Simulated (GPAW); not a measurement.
Runs of GPAW 26.7.0 on Pd. Symmetry: Fm-3m, No. 225, cubic system. Conventional cell: a = 3.893 Å, b = 3.893 Å, c = 3.893 Å, α = 90.00°, β = 90.00°, γ = 90.00°. Pd (site symmetry m-3m) has 12 Pd at 2.75 Å as nearest neighbours. 

| task | level | spin | cell | optimizer | fmax | max steps | convergence | band path | gap on the mesh (eV) | pressure (GPa) | relaxed volume (Å³/atom) |
| --- | --- | --- | --- | --- | --- | --- | --- | --- | --- | --- | --- |
| relaxation of cell and atoms | PBEsol | off | relaxed | BFGS | 0.02 eV/Å | 60 | density=1e-05 forces=0.0001 | - | none | 0.0 | 14.56 |
| relaxation of cell and atoms | PBEsol+D3 | off | relaxed | BFGS | 0.02 eV/Å | 60 | density=1e-05 forces=0.0001 | - | none | 0.2 | (a) |
| relaxation of cell and atoms | PBEsol+D3(BJ) | off | relaxed | BFGS | 0.02 eV/Å | 60 | density=1e-05 forces=0.0001 | - | none | 0.2 | 14.08 |
| band structure | PBEsol | off | as given | - | - | - | - | GXWKGLUWLK,UX | - | -2.5 | - |
| relaxation of cell and atoms | PBEsol+D4 | off | relaxed | BFGS | 0.02 eV/Å | 60 | density=1e-05 forces=0.0001 | - | none | 0.1 | (b) |
| band structure | PBEsol | SOC, no magnetisation | as given | - | - | - | - | GXWKGLUWLK,UX | - | -2.5 | - |
| relaxation of cell and atoms | PBEsol+D3(BJ)+ATM | off | relaxed | BFGS | 0.02 eV/Å | 60 | density=1e-05 forces=0.0001 | - | none | 0.1 | 14.21 |

Alike in all rows: potentials or basis PAW data sets generated in the run's folder for this functional, pw; k mesh 12 × 12 × 12; cutoff (eV) 600; smearing fermi-dirac 0.05 eV.

Problem. Estimate the missing entries.

Solution. (a) 14.12; (b) 14.36.

Caveats: later steps reuse the first step's grids (some runs); pairwise dispersion overbinds metals, which lowers pressure and volume (some runs); spin-orbit coupling was added after a scalar SCF, so levels and gaps hold it while energy, forces, pressure and moments don't (some runs); this program's spin-orbit splittings come out too wide for heavy elements (some runs).

A k mesh can miss the band edges, and rows without SOC leave out spin-orbit coupling on Pd.

A gap of «none» marks a metal or a gap under the smearing width.
